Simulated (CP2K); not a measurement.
Runs of CP2K 2026.2 on HfO2. The structure is cubic, space group Fm-3m (No. 225). Conventional cell: a = 5.115 Å, b = 5.115 Å, c = 5.115 Å, α = 90.00°, β = 90.00°, γ = 90.00°. Around Hf (site symmetry m-3m) lie 8 O at 2.21 Å. O (site symmetry -43m) has 4 Hf at 2.21 Å as nearest neighbours. Measurements of this composition are mostly on another form, of space group No. 14.

```csv
task,level,potentials or basis,smearing,EPS_DEFAULT,NGRIDS,CUTOFF of the grids,points a segment of the path (NPOINTS),bands added on the path,gap on the mesh (eV),pressure (GPa)
band structure,TB-mBJ,"POTENTIAL_UZH Hf GTH-PBE-q12, O GTH-PBE-q6; TZVP-MOLOPT-PBE-GTH basis",fermi-dirac 0.1 eV,1.0E-9,4,850 Ry,10,2,(b),-
band structure,SCAN,"POTENTIAL_UZH Hf GTH-SCAN-q12, O GTH-SCAN-q6; TZVP-MOLOPT-SCAN-GTH basis",fermi-dirac 0.0259 eV,1.0E-10,5,850 Ry,6,6,4.26,-15.9
band structure,TASK,"POTENTIAL_UZH Hf GTH-SCAN-q12, O GTH-SCAN-q6; TZVP-MOLOPT-SCAN-GTH basis",fermi-dirac 0.1 eV,1.0E-10,4,850 Ry,8,6,5.03,-4.0
band structure,r2SCAN,"POTENTIAL_UZH Hf GTH-SCAN-q12, O GTH-SCAN-q6; TZVP-MOLOPT-SCAN-GTH basis",fermi-dirac 0.1 eV,1.0E-9,5,850 Ry,8,6,(a),-15.5
```

Alike in all rows: no spin polarisation; cell as given; k mesh 9 × 9 × 9.

Question: Fill in the values left out.

Answer: (a) 4.27; (b) 4.25.

Caveats: spin-orbit coupling is left out, which moves the levels of the heavy elements; the basis of atomic orbitals isn't converged, which shifts pressures, moduli and gaps; the potentials were made for another functional, which shifts forces and pressure (some runs); so large a pressure means that the cell lies far from this level's equilibrium, or that cutoff or potentials fall short (some runs); the mesh misses the band edges, which the band path finds closer together (some runs); this is a model potential without an energy functional, so only levels have meaning (some runs).

A k mesh can miss the band edges, and the runs leave out spin-orbit coupling on Hf.
